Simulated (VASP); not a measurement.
**SnSe: single point with revPBE+D4**

The system is SnSe.

```
CELL_PARAMETERS angstrom
0.00000 2.97741 2.97741
2.97741 0.00000 2.97741
2.97741 2.97741 0.00000
ATOMIC_POSITIONS crystal
Sn 0.00000 0.00000 0.00000
Se 0.50000 0.50000 0.50000
```

Measurements of this composition are mostly on another form, of space group No. 62.

* Program: VASP 6.6.1
* Task: single point
* Functional: revPBE
* Dispersion: D4
* Potentials or basis: VASP PAW PBE potentials, release 64 (Sn_d, Se)
* Cutoff: 520 eV
* k mesh: 8 × 8 × 8
* Occupations: fermi-dirac, width 0.05 eV
* Spin: no spin polarisation
* Dipole correction: no
* Further INCAR settings: ALGO = Normal; EDIFF = 1e-07; NBANDS = 17

```
Pressure                   : 0.0 GPa
Band gap on the k mesh     : 0.70 eV, direct
Dispersion energy per atom : -0.652 eV
```

Levels at points of the mesh, in eV from the valence-band top:
```tsv
k point	band 6	band 7	band 8	band 9	band 10	band 11	band 12	band 13	band 14	band 15
(0.00, 0.00, 0.00)	-14.10	-4.93	-2.31	-2.31	-2.31	4.45	4.45	4.45	5.81	5.81
(0.50, 0.00, 0.00)	-13.10	-8.22	-2.06	-2.06	0.00	0.70	1.23	1.23	8.38	10.22
(0.50, 0.50, 0.00)	-12.79	-5.99	-5.71	-3.82	-3.82	2.93	5.54	5.54	6.20	10.50
```

It took 16 s on 1 thread of Intel(R) Xeon(R) Platinum 8488C (Sapphire Rapids), with other jobs on the host, peak memory 0.18 GiB.

Caveat: the PAW data sets were made with another functional, which shifts forces and pressure a little; spin-orbit coupling is left out, which moves the levels of the heavy elements. A k mesh can miss the band edges.
